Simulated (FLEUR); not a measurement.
# SnSe (Fm-3m) in FLEUR: band structure with PBE

Aim: the band structure of SnSe with PBE.

Program: FLEUR MaX-R8.1 (later development tree). These are calculated values, not measurements. Logs are shortened: lines on timing, memory, paths and dates and some standing lists are left out, and cuts for length are marked.

## (1) The crystal as given

It takes space group Fm-3m (No. 225, cubic). Conventional cell: a = 6.020 Å, b = 6.020 Å, c = 6.020 Å, α = 90.00°, β = 90.00°, γ = 90.00°. Sn (site symmetry m-3m) is surrounded by 6 Se at 3.01 Å. Around Se (site symmetry m-3m) lie 6 Sn at 3.01 Å.

Measurements of this composition are mostly on another form, of space group No. 62.

## (2) Band structure, PBE

Input file inp.xml:

```xml
<?xml version="1.0" encoding="UTF-8" standalone="no"?>
<fleurInput fleurInputVersion="0.39">
   <comment>
      SnSe                                                                                                
   </comment>
   <calculationSetup>
      <cutoffs Kmax="4.1" Gmax="12.7" GmaxXC="12.7" numbands="0"/>
      <scfLoop itmax="60" minDistance="0.00001" maxIterBroyd="15" imix="Anderson" alpha="0.05" precondParam="0.0" spinf="2.0" sdNocoIR="T"/>
      <coreElectrons ctail="T" frcor="F" kcrel="0" coretail_lmax="0"/>
      <xcFunctional name="pbe" relativisticCorrections="F"/>
      <magnetism jspins="1"/>
      <soc l_soc="F" theta="0.0" phi="0.0" spav="F"/>
      <expertModes spex="0" secvar="F"/>
      <geometryOptimization l_f="F" forcealpha="1.0" forcemix="BFGS" epsdisp="0.00001" epsforce="0.00001"/>
      <ldaU l_linMix="F" mixParam="0.05" spinf="1.0"/>
   </calculationSetup>
   <cell>
      <bzIntegration valenceElectrons="38.0" mode="hist" fermiSmearingEnergy="0.00183747">
         <kPointListSelection listName="default-1"/>
         <!-- k-points included here -->
         <xi:include xmlns:xi="http://www.w3.org/2001/XInclude" href="kpts.xml"> </xi:include>
      </bzIntegration>
      <!-- symmetry operations included here -->
      <xi:include xmlns:xi="http://www.w3.org/2001/XInclude" href="sym.xml"> </xi:include>
      <bulkLattice scale="1.0">
         <bravaisMatrix>
[... 31 lines left out ...]
         </electronConfig>
         <energyParameters s="4" p="4" d="4" f="4"/>
         <lo type="SCLO" l="2" n="3" eDeriv="0"/>
         <lo type="SCLO" l="0" n="4" eDeriv="2"/>
         <lo type="SCLO" l="1" n="4" eDeriv="2"/>
         <lo type="SCLO" l="3" n="4" eDeriv="2"/>
      </species>
   </atomSpecies>
   <atomGroups>
      <atomGroup species="Tin (Sn)">
         <relPos label="                   1">.0000000000 .0000000000 .0000000000</relPos>
         <force calculate="T" relaxXYZ="TTT"/>
      </atomGroup>
      <atomGroup species="Selenium (Se)">
         <relPos label="                   2">1.000/2.000 1.000/2.000 1.000/2.000</relPos>
         <force calculate="T" relaxXYZ="TTT"/>
      </atomGroup>
   </atomGroups>
   <output dos="F" band="F" slice="F">
      <checks vchk="F" cdinf="F"/>
      <bandDOS minEnergy="-.5*Htr" maxEnergy="0.5*Htr" sigma="0.015" storeEVData="T"/>
      <vacuumDOS vacdos="F" integ="F" star="F" nstars="0" locx1="0.0" locy1="0.0" locx2="0.0" locy2="0.0" nstm="0" tworkf="0.0"/>
      <unfoldingBand unfoldBand="F" supercellX="1" supercellY="1" supercellZ="1"/>
      <plotting iplot="0" polar="F">
         <plot TwoD="T" vec1="  1.0  0.0  0.0" vec2="  0.0  1.0  0.0" vec3="  0.0  0.0  1.0" zero="  0.0  0.0  0.0" file="plot"/>
      </plotting>
      <chargeDensitySlicing numkpt="0" minEigenval="0.0" maxEigenval="0.0" nnne="0" pallst="F"/>
      <specialOutput eonly="F"/>
      <moessbauerParams electricFieldGradient="T" isomerShift="T" coreHyperfine="T" valenceHyperfine="T"/>
      <magneticCircularDichroism mcd="F" energyLo="-10.0" energyUp="0.0"/>
   </output>
  <!-- We include the file relax.xml here to enable relaxations (see documentation) -->
  <xi:include xmlns:xi="http://www.w3.org/2001/XInclude" href="relax.xml"> <xi:fallback/> </xi:include>
</fleurInput>
```

Input file crystal.txt:

```
SnSe
&input cartesian=F /
0.0000000000  3.0100000000  3.0100000000
3.0100000000  0.0000000000  3.0100000000
3.0100000000  3.0100000000  0.0000000000
1.8897261246
1.0 1.0 1.0

2
50 0.0000000000  0.0000000000  0.0000000000
34 0.5000000000  0.5000000000  0.5000000000

&kpt div1=8 div2=8 div3=8 gamma=T /
```

Input file inp.xml (bands):

```
<?xml version="1.0" encoding="UTF-8" standalone="no"?>
<fleurInput fleurInputVersion="0.39">
   <comment>
      SnSe                                                                                                
   </comment>
   <calculationSetup>
      <cutoffs Kmax="4.1" Gmax="12.7" GmaxXC="12.7" numbands="0"/>
      <scfLoop itmax="60" minDistance="0.00001" maxIterBroyd="15" imix="Anderson" alpha="0.05" precondParam="0.0" spinf="2.0" sdNocoIR="T"/>
      <coreElectrons ctail="T" frcor="F" kcrel="0" coretail_lmax="0"/>
      <xcFunctional name="pbe" relativisticCorrections="F"/>
      <magnetism jspins="1"/>
      <soc l_soc="F" theta="0.0" phi="0.0" spav="F"/>
      <expertModes spex="0" secvar="F"/>
      <geometryOptimization l_f="F" forcealpha="1.0" forcemix="BFGS" epsdisp="0.00001" epsforce="0.00001"/>
      <ldaU l_linMix="F" mixParam="0.05" spinf="1.0"/>
   </calculationSetup>
   <cell>
      <bzIntegration valenceElectrons="38.0" mode="hist" fermiSmearingEnergy="0.00183747">
         <kPointListSelection listName="path-1"/>
         <!-- k-points included here -->
         <xi:include xmlns:xi="http://www.w3.org/2001/XInclude" href="kpts.xml"> </xi:include>
      </bzIntegration>
      <!-- symmetry operations included here -->
      <xi:include xmlns:xi="http://www.w3.org/2001/XInclude" href="sym.xml"> </xi:include>
      <bulkLattice scale="1.0">
[... 31 lines left out ...]
            <stateOccupation state="(4p3/2)" spinUp="1.333333" spinDown="1.333333"/>
         </electronConfig>
         <energyParameters s="4" p="4" d="4" f="4"/>
         <lo type="SCLO" l="2" n="3" eDeriv="0"/>
         <lo type="SCLO" l="0" n="4" eDeriv="2"/>
         <lo type="SCLO" l="1" n="4" eDeriv="2"/>
         <lo type="SCLO" l="3" n="4" eDeriv="2"/>
      </species>
   </atomSpecies>
   <atomGroups>
      <atomGroup species="Tin (Sn)">
         <relPos label="                   1">.0000000000 .0000000000 .0000000000</relPos>
         <force calculate="T" relaxXYZ="TTT"/>
      </atomGroup>
      <atomGroup species="Selenium (Se)">
         <relPos label="                   2">1.000/2.000 1.000/2.000 1.000/2.000</relPos>
         <force calculate="T" relaxXYZ="TTT"/>
      </atomGroup>
   </atomGroups>
   <output dos="F" band="T" slice="F">
      <checks vchk="F" cdinf="F"/>
      <bandDOS minEnergy="-.5*Htr" maxEnergy="0.5*Htr" sigma="0.015" storeEVData="T"/>
      <vacuumDOS vacdos="F" integ="F" star="F" nstars="0" locx1="0.0" locy1="0.0" locx2="0.0" locy2="0.0" nstm="0" tworkf="0.0"/>
      <unfoldingBand unfoldBand="F" supercellX="1" supercellY="1" supercellZ="1"/>
      <plotting iplot="0" polar="F">
         <plot TwoD="T" vec1="  1.0  0.0  0.0" vec2="  0.0  1.0  0.0" vec3="  0.0  0.0  1.0" zero="  0.0  0.0  0.0" file="plot"/>
      </plotting>
      <chargeDensitySlicing numkpt="0" minEigenval="0.0" maxEigenval="0.0" nnne="0" pallst="F"/>
      <specialOutput eonly="F"/>
      <moessbauerParams electricFieldGradient="T" isomerShift="T" coreHyperfine="T" valenceHyperfine="T"/>
      <magneticCircularDichroism mcd="F" energyLo="-10.0" energyUp="0.0"/>
   </output>
  <!-- We include the file relax.xml here to enable relaxations (see documentation) -->
  <xi:include xmlns:xi="http://www.w3.org/2001/XInclude" href="relax.xml"> <xi:fallback/> </xi:include>
</fleurInput>
```

Potentials or basis: all-electron, FLAPW.

Run with:

```console
$ inpgen -f crystal.txt -profile fastHighL
$ # inp.xml edited to the form shown
$ fleur_MPI
$ fleur_MPI   # second run, on inp.xml (bands)
```

Log:

```text
Welcome to FLEUR        (www.flapw.de)
      MaX-Release 8.1          (www.max-centre.eu)

 ========== k-point set info ==========
 Selected k-point list: default-1
 k-point list type: mesh
 8 x 8 x 8
 Number of k points: 29

 ------------Calculation Setup---------------------------
 Number of MPI-tasks      :            1
 Number of PE/node        :            1
 Number of OMP-threads    :            1
 Most efficient MPI parallelization for:
           1          29
 Additional eigenvalue parallelization possible
 Number of basis functions:          514
 Approximate size of matrices (H+S) per k-point:         0.004 GB
 --------------------------------------------------------
 Iteration:     1   Distance:       4.92183561 me/bohr^3
 Iteration:     2   Distance:       4.43121979 me/bohr^3
 Iteration:     3   Distance:       2.28236996 me/bohr^3
 Iteration:     4   Distance:       1.03120213 me/bohr^3
 Iteration:     5   Distance:       0.71223753 me/bohr^3
 Iteration:     6   Distance:       0.09166695 me/bohr^3
 Iteration:     7   Distance:       0.08854262 me/bohr^3
 Iteration:     8   Distance:       0.02568585 me/bohr^3
 Iteration:     9   Distance:       0.00483981 me/bohr^3
 Iteration:    10   Distance:       0.00579061 me/bohr^3
 Iteration:    11   Distance:       0.00068294 me/bohr^3
 Iteration:    12   Distance:       0.00035732 me/bohr^3
 Iteration:    13   Distance:       0.00006552 me/bohr^3
 Iteration:    14   Distance:       0.00000722 me/bohr^3

 ********************************************************************
 Run finished successfully
 Stop message:
   all done
 ********************************************************************
```

output (bands):

```text
Welcome to FLEUR        (www.flapw.de)
      MaX-Release 8.1          (www.max-centre.eu)

 ========== k-point set info ==========
 Selected k-point list: path-1
 k-point list type: path
 Number of k points: 60

 ------------Calculation Setup---------------------------
 Number of MPI-tasks      :            1
 Number of PE/node        :            1
 Number of OMP-threads    :            1
 Most efficient MPI parallelization for:
           1           2           3           4           5           6          10          12          15          20          30          60
 Additional eigenvalue parallelization possible
 Number of basis functions:          514
 Approximate size of matrices (H+S) per k-point:         0.004 GB
 --------------------------------------------------------
 Fermi energy correction for metals:
 Fermi energy in bands.* files may not be consistent with last density.
 Please correct it manually (e.g. in band.gnu file).

 Note: Band structure data (together with different weights) is also stored in the banddos.hdf file.
       A convenient way of extracting and plotting the data from that file is by making use of the

 ********************************************************************
 Run finished successfully
 Stop message:
   Charge density postprocessing done.
 ********************************************************************
```

out.xml (last iteration):

```text
<iteration numberForCurrentRun="   14" overallNumber="   14">
         <energyParameters units="Htr">
            <atomicEP atomType="1" spin="1" branch="5s" branchLowest="-4.53" branchHighest="0.62" value="-0.0379158359"/>
            <atomicEP atomType="1" spin="1" branch="5p" branchLowest="-2.90" branchHighest="1.23" value="0.1877668206"/>
            <atomicEP atomType="1" spin="1" branch="4d" branchLowest="-16.99" branchHighest="-0.53" value="-0.5482623253"/>
            <atomicEP atomType="1" spin="1" branch="4f" branchLowest="-9.99" branchHighest="1.75" value="0.5456620266"/>
            <loAtomicEP atomType="1" spin="1" branch="4s" branchLowest="-30.65" branchHighest="-4.53" value="-4.5319168975"/>
            <loAtomicEP atomType="1" spin="1" branch="4p" branchLowest="-25.27" branchHighest="-2.90" value="-2.9151548958"/>
            <loAtomicEP atomType="1" spin="1" branch="4p" branchLowest="-25.27" branchHighest="-2.90" value="-2.9151548958"/>
            <loAtomicEP atomType="1" spin="1" branch="4d" branchLowest="-16.99" branchHighest="-0.53" value="-0.5609861725"/>
            <loAtomicEP atomType="1" spin="1" branch="4f" branchLowest="-9.99" branchHighest="1.75" value="0.5456637891"/>
            <atomicEP atomType="2" spin="1" branch="4s" branchLowest="-7.41" branchHighest="0.09" value="-0.2407706847"/>
            <atomicEP atomType="2" spin="1" branch="4p" branchLowest="-5.18" branchHighest="0.71" value="0.1197049316"/>
            <atomicEP atomType="2" spin="1" branch="4d" branchLowest="-1.52" branchHighest="1.75" value="0.4154660085"/>
            <atomicEP atomType="2" spin="1" branch="4f" branchLowest="-9.99" branchHighest="2.65" value="0.5866192874"/>
            <loAtomicEP atomType="2" spin="1" branch="3d" branchLowest="-9.99" branchHighest="-1.52" value="-1.5156542535"/>
            <loAtomicEP atomType="2" spin="1" branch="4s" branchLowest="-7.41" branchHighest="0.09" value="-0.2407706847"/>
            <loAtomicEP atomType="2" spin="1" branch="4p" branchLowest="-5.18" branchHighest="0.71" value="0.1162028298"/>
            <loAtomicEP atomType="2" spin="1" branch="4f" branchLowest="-9.99" branchHighest="2.65" value="0.5866216963"/>
         </energyParameters>
         <eigenvalues>
            <eigenvaluesAt spin="1" ikpt="1" k_x="0.00000000" k_y="0.00000000" k_z="0.00000000">
                      -4.5319158355       -2.9066986640       -2.9066986640       -2.9066986640       -1.5177439770
                      -1.5177439770       -1.5176857486       -1.5176857486       -1.5176857486       -0.5632072883
                      -0.5632072883       -0.5632072883       -0.5631090319       -0.5631090319       -0.2782053836
                       0.0451809936        0.1509258820        0.1509258820        0.1509258820        0.3900797745
                       0.3900797745        0.3900797745        0.4475820437        0.4475820437        0.4475820437
                       0.5323871438        0.5323871438        0.5338151197        0.5739552166        0.9928003405
            </eigenvaluesAt>
            <eigenvaluesAt spin="1" ikpt="2" k_x="0.00000000" k_y="0.00000000" k_z="0.12500000">
                      -4.5319158338       -2.9066989071       -2.9066986450       -2.9066986450       -1.5177448923
                      -1.5177448923       -1.5176878137       -1.5176869426       -1.5176869426       -0.5631945158
[... 50 lines left out ...]
            <state n="3" l="1" j="0.5" energy="-5.3315883720" weight="1.0000000000"/>
            <state n="3" l="1" j="1.5" energy="-5.1158730778" weight="2.0000000000"/>
         </coreStates>
         <allElectronCharges>
            <spinDependentCharge spin="1" total="84.0000000" interstitial="3.0546200" mtSpheres="80.9453800"/>
            <totalCharge value="83.9999999965"/>
         </allElectronCharges>
         <moessbauerParams unitsHFF="kG" unitsIS="e/bohr^3" unitsEFG="Htr/bohr^2">
            <coreIsomerShift atomType="1" isTotal="193625.71684">
               <shell n="1" l="0" isomerShift="169345.41079"/>
               <shell n="2" l="0" isomerShift="19846.84470"/>
               <shell n="2" l="1" isomerShift="477.90736"/>
               <shell n="3" l="0" isomerShift="3855.31647"/>
               <shell n="3" l="1" isomerShift="100.23750"/>
               <shell n="3" l="2" isomerShift="0.00002"/>
            </coreIsomerShift>
            <coreIsomerShift atomType="2" isTotal="39978.10856">
               <shell n="1" l="0" isomerShift="35696.07699"/>
               <shell n="2" l="0" isomerShift="3660.63584"/>
               <shell n="2" l="1" isomerShift="36.86686"/>
               <shell n="3" l="0" isomerShift="578.64837"/>
               <shell n="3" l="1" isomerShift="5.88050"/>
            </coreIsomerShift>
            <isomerShift atomType="1" nucleusRadius="0.0001161" averageDensity="194485.33937"/>
            <isomerShift atomType="2" nucleusRadius="0.0001013" averageDensity="40034.53569"/>
            <electricFieldGradient atomType="1" VXX="0.00000" VYY="0.00000" VZZ="0.00000" asymParam="0.00000">
            </electricFieldGradient>
            <electricFieldGradient atomType="2" VXX="0.00000" VYY="0.00000" VZZ="0.00000" asymParam="0.00000">
            </electricFieldGradient>
         </moessbauerParams>
         <totalEnergy                                    value="    -8609.3568226018" units="Htr">
            <sumOfEigenvalues                            value="    -5136.5986081646">
               <coreElectrons value="-5089.5436490347"/>
               <valenceElectrons value="-47.0549591299"/>
            </sumOfEigenvalues>
            <densityCoulombPotentialIntegral value="-13800.1069149033"/>
            <densityEffectivePotentialIntegral value="-14130.4721611292"/>
            <chargeDenXCDenIntegral value="-253.3960570603"/>
            <FockExchangeEnergyValence value="0.0000000000"/>
            <FockExchangeEnergyCore value="0.0000000000"/>
            <atomTypeDependentContributions atomType="1">
               <electronNucleiInteractionDifferentMTs value="7485.6020809109"/>
               <MadelungTerm value="-23.0377500250"/>
            </atomTypeDependentContributions>
            <atomTypeDependentContributions atomType="2">
               <electronNucleiInteractionDifferentMTs value="2929.2178476836"/>
               <MadelungTerm value="-11.9231824350"/>
            </atomTypeDependentContributions>
            <tkbTimesEntropy value="0.0000016896"/>
            <freeEnergy value="-8609.3568242914"/>
            <extrapolationTo0K value="-8609.3568234466"/>
         </totalEnergy>
         <densityConvergence units="me/bohr^3">
            <chargeDensity spin="1" distance="0.0000072188"/>
         </densityConvergence>
      </iteration>
```

It took 41 s on 1 thread of Arm Neoverse V2, shared host; peak memory 0.07 GiB.

What came out:

- Free energy: -234272.5339 eV
- Band gap along the path: 0.17 eV, direct
- Valence electrons inside the program's atomic spheres: Sn 20.07; Se 14.87 (radii Sn 2.66, Se 2.56 bohr)

Levels at the corners of the path, in eV from the valence-band top:
| point | band 17 | band 18 | band 19 | band 20 | band 21 | band 22 |
| --- | --- | --- | --- | --- | --- | --- |
| Γ | -2.28 | -2.28 | -2.28 | 4.23 | 4.23 | 4.23 |
| X | -5.56 | -3.73 | -3.73 | 2.94 | 5.26 | 5.26 |
| W | -4.79 | -4.79 | -0.90 | 1.40 | 4.68 | 4.68 |
| K | -5.15 | -3.25 | -2.56 | 3.15 | 3.52 | 5.20 |
| Γ | -2.28 | -2.28 | -2.28 | 4.23 | 4.23 | 4.23 |
| L | -2.04 | -2.04 | -0.09 | 0.49 | 1.16 | 1.16 |
| U | -5.15 | -3.25 | -2.56 | 3.15 | 3.52 | 5.20 |
| W | -4.79 | -4.79 | -0.90 | 1.40 | 4.68 | 4.68 |
| L | -2.04 | -2.04 | -0.09 | 0.49 | 1.16 | 1.16 |
| K | -5.15 | -3.25 | -2.56 | 3.15 | 3.52 | 5.20 |
| U | -5.15 | -3.25 | -2.56 | 3.15 | 3.52 | 5.20 |
| X | -5.56 | -3.73 | -3.73 | 2.94 | 5.26 | 5.26 |

Core levels (eV from the Fermi level):
| atom | levels |
| --- | --- |
| 1 Sn | 1s1/2 -28991.8, 2s1/2 -4372.2, 2p1/2 -4083.7, 2p3/2 -3853.0, 3s1/2 -840.6, 3p1/2 -723.4, 3p3/2 -681.3, 3d3/2 -474.3, 3d5/2 -465.6 |
| 2 Se | 1s1/2 -12495.7, 2s1/2 -1601.2, 2p1/2 -1435.8, 2p3/2 -1394.0, 3s1/2 -208.2, 3p1/2 -151.7, 3p3/2 -145.8 |

Caveat: spin-orbit coupling is left out, which moves the levels of the heavy elements.
